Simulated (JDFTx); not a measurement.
Crystal: AlRu.

```xyz
2
Lattice="2.9916 0.0000 0.0000 0.0000 2.9916 0.0000 0.0000 0.0000 2.9916" Properties=species:S:1:pos:R:3 pbc="T T T"
Ru    1.4958    1.4958    1.4958
Al    0.0000    0.0000    0.0000
```

| Property | Result |
| --- | --- |
| Program | JDFTx 1.7.0 (patched build) |
| Task | single point |
| Functional | PBE |
| Potentials or basis | PseudoDojo-SR-PBE-0.5-standard |
| Cutoff | 1143 eV |
| Density cutoff | 9143 eV |
| k mesh | 9 × 9 × 9 |
| Occupations | fermi-dirac, width 0.05 eV |
| Spin | no spin polarisation |

On this cell: pressure 2.5 GPa; largest force zero by symmetry; band gap on the k mesh none (metal or under the smearing width).

The same run follows on a disturbed copy (atoms moved at random, drawn with an rms of 0.05 Å):

```xyz
2
Lattice="2.9916 0.0000 0.0000 0.0000 2.9916 0.0000 0.0000 0.0000 2.9916" Properties=species:S:1:pos:R:3 pbc="T T T"
Ru    1.4868    1.5288    1.4593
Al   -0.0129   -0.0264    0.0300
```

Problem. What changes?

Solution. The energy (extrapolated to zero smearing) moves by +15.8 meV/atom; pressure 3.1 GPa; largest force 0.713 eV/Å; band gap on the k mesh none (metal or under the smearing width).

Forces on the atoms (eV/Å):
```
Ru  -0.032 -0.475  0.530
Al   0.032  0.475 -0.530
```

Stress tensor (GPa, compression positive):
```
 3.33  0.04 -0.04
 0.04  3.02 -0.62
-0.04 -0.62  2.94
```
